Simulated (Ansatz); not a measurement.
CsI (started from an entry of an open crystallographic database) (r2SCAN geometry), in Ansatz:

```cif
data_structure
_symmetry_space_group_name_H-M 'Pm-3m'
_symmetry_Int_Tables_number 221
_cell_length_a 4.6081
_cell_length_b 4.6081
_cell_length_c 4.6081
_cell_angle_alpha 90.000
_cell_angle_beta 90.000
_cell_angle_gamma 90.000
_cell_volume 97.85
loop_
_atom_site_label
_atom_site_type_symbol
_atom_site_symmetry_multiplicity
_atom_site_Wyckoff_symbol
_atom_site_fract_x
_atom_site_fract_y
_atom_site_fract_z
_atom_site_occupancy
Cs1 Cs 1 a 0.00000 0.00000 0.00000 1
I1 I 1 b 0.50000 0.50000 0.50000 1
```

G0W0@PBE with 536 empty bands, a screening cutoff of 180 eV and a 4×4×4 mesh (PAW, contour deformation) gives 5.766 eV over the mesh points, from a PBE gap of 3.800 eV; it sums over 549 bands with 515 plane waves in the screening and a wave cutoff of 420 eV. No extrapolation in bands, cutoff or mesh was made for G0W0. Calculated for a static, non-magnetic cell.

Q: Estimate the gap with empty bands 1041, screening cutoff 260 eV.

A: 5.791 eV (+0.025 eV), from a Kohn-Sham gap of 3.800 eV.

Q: Another run gave a Kohn-Sham gap of 4.516 eV and a G0W0 gap of 6.115 eV, summing over 549 bands with 515 plane waves in the screening and a wave cutoff of 500 eV. What was changed?

A: Starting point r2SCAN, with them a wave cutoff of 500 eV. The Kohn-Sham gap has moved while bands and screening basis stay; the higher wave cutoff is that of a meta-GGA.

Q: Another run gave a Kohn-Sham gap of 3.800 eV and a G0W0 gap of 5.672 eV, summing over 235 bands with 251 plane waves in the screening and a wave cutoff of 420 eV. What was changed?

A: Empty bands 222, screening cutoff 100 eV. The counts of bands and plane waves show that both rose or fell; the cutoff follows only within a few eV.

Q: Estimate the gap with potentials of the kind norm-conserving, with them a wave cutoff of 952 eV.

A: 5.651 eV (-0.115 eV), from a Kohn-Sham gap of 3.796 eV.

No spin-orbit coupling is included; it can move band edges with weight on the heavy atoms by tenths of an eV.
